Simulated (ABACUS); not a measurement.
Crystal: CoO.

```
Co O
1.0
     0.00000    2.13150    2.13150
     2.13150    0.00000    2.13150
     2.13150    2.13150    0.00000
Co O
1 1
Direct
  0.00000 0.00000 0.00000
  0.50000 0.50000 0.50000
```

Base run:

| Property | Result |
| --- | --- |
| Program | ABACUS 3.10.1 |
| Functional | SOGGA |
| Potentials or basis | PseudoDojo NC SR 0.4.1 PBEsol standard |
| Cutoff | 1320 eV |
| Density cutoff | 5279 eV |
| Basis | plane waves |
| k mesh | 9 × 9 × 9 |
| Occupations | fermi-dirac, width 0.05 eV |
| Spin | collinear spin, ferromagnetic start |
| Starting moments | [2.0, 0.0] μB |

Its results: band gap on the k mesh none (metal or under the smearing width); pressure -14.1 GPa; net moment 2.99 μB per cell.

The run is repeated on the same cell with these changes: functional from SOGGA to PBE; potentials or basis from PseudoDojo NC SR 0.4.1 PBEsol standard to GBRV ultrasoft 1.5 PBE; cutoff from 1320 eV to 544 eV; density cutoff from 5279 eV to 4354 eV. What comes out?

Band gap on the k mesh none (metal or under the smearing width); pressure -1.3 GPa; net moment 2.99 μB per cell.

Caveats: a cell with one magnetic atom can't hold antiferromagnetic order, which such compounds often take; semilocal functionals often make such compounds metallic where correlation or magnetic order opens a gap, which also shifts bond lengths; the potentials were made for another functional, which shifts forces and pressure (some runs).

Not every run made on this cell is shown here.
